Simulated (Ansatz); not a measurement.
This was printed by a script on the Ansatz DFT code, driven from Python, for a calculation of the elastic constants of PbS, space group C2/m. What did the script look like? Use (first run): PBEsol, PAW, the default cutoff (420 eV here), 6×6×2 k-points, fixed occupations.

`pbs.xyz`
```text
4
Lattice="2.9405 -2.9 0.0 2.9405 2.9 0.0 -1.08005491 0.0 11.70929385" Properties=species:S:1:pos:R:3 pbc="T T T"
Pb    3.87397825   -0.00000000    7.45156042
Pb    0.92696683    0.00000000    4.25773343
S     0.93193953    0.00000000    7.00918330
S     3.86900556   -0.00000000    4.70011055
```

Running `python elastic_pbs.py` prints:
```text
DeckWarning: basis.ecutwfc = 420 eV, auto-derived from the records' recommended cutoffs: set by Pb (normal level)
relaxed volume 201.881 A^3
[[69.2  3.2  0.   0.   0.   0. ]
 [ 3.2 69.2  0.   0.   0.   0. ]
 [ 0.   0.   0.   0.   0.   0. ]
 [ 0.   0.   0.   0.   0.   0. ]
 [ 0.   0.   0.   0.   0.   0. ]
 [ 0.   0.   0.   0.   0.  10.4]]
Voigt stress of the unstrained cell (GPa, tension positive): [-0.03  -0.03   0.001  0.     0.     0.   ]
smallest eigenvalue of C: -0.0 GPa; tensor positive definite: False
```
(Warnings from the package without file and line.)

One script that gives this output:

`elastic_pbs.py`
```python
from dataclasses import replace

import ansatz as az
import numpy as np

structure = az.Crystal.from_extxyz("pbs.xyz")

calc = (
    structure.calculation()
    .occupations("fixed")
    .functional(az.Functional.PBESOL)
    .kpoints(6, 6, 2)
)
rest = calc.relax(cell=True).run().lattice
relaxed = az.Crystal(lattice=az.Lattice.of(rest.cell_ang))
for site in rest.sites:
    relaxed = relaxed.atom(site.symbol, site.position_frac)
calc = replace(calc, crystal=relaxed)
print("relaxed volume {:.3f} A^3".format(abs(np.linalg.det(rest.cell_ang))))
done = calc.elastic(az.ElasticMode.RELAXED_ION).run()
elastic = done.elastic

print(np.array2string(np.round(elastic.c_gpa, 1) + 0.0, suppress_small=True))
print("Voigt stress of the unstrained cell (GPa, tension positive):", np.round(elastic.sigma0_gpa, 3) + 0.0)
print("smallest eigenvalue of C:", round(elastic.stability.min_eigenvalue_gpa, 1), "GPa; tensor positive definite:", elastic.stability.min_eigenvalue_gpa > 0)
if elastic.stability.min_eigenvalue_gpa > 0:
    m = elastic.moduli
    print(f"K = {m.k_hill_gpa:.1f}, G = {m.g_hill_gpa:.1f}, E = {m.youngs_gpa:.1f} GPa, Poisson ratio {m.poisson:.3f}, K/G = {m.k_hill_gpa / m.g_hill_gpa:.2f}")
```

The cell holds layers, chains or clusters in vacuum, no bulk phase; its stress is averaged over the vacuum too and scales with the cell's height. Under fixed occupations the level called the Fermi level is the highest filled one on the SCF mesh; off the mesh a filled band can lie a little above it. The structure is layered, and without a dispersion term the spacing of the layers is poorly determined. Points of the mesh across the vacuum add cost only. Spin-orbit coupling, which matters for elements this heavy, is left out. The structure is a deposited one; some such entries were measured under pressure or heat, so a shift against it needn't be the functional's error alone. The constants belong to the cell that was strained; where it wasn't relaxed first it may be under stress. Hardware and time: 11 min on 1 thread of Intel(R) Xeon(R) Processor @ 2.30GHz, with other jobs on the host, peak memory 0.75 GiB.
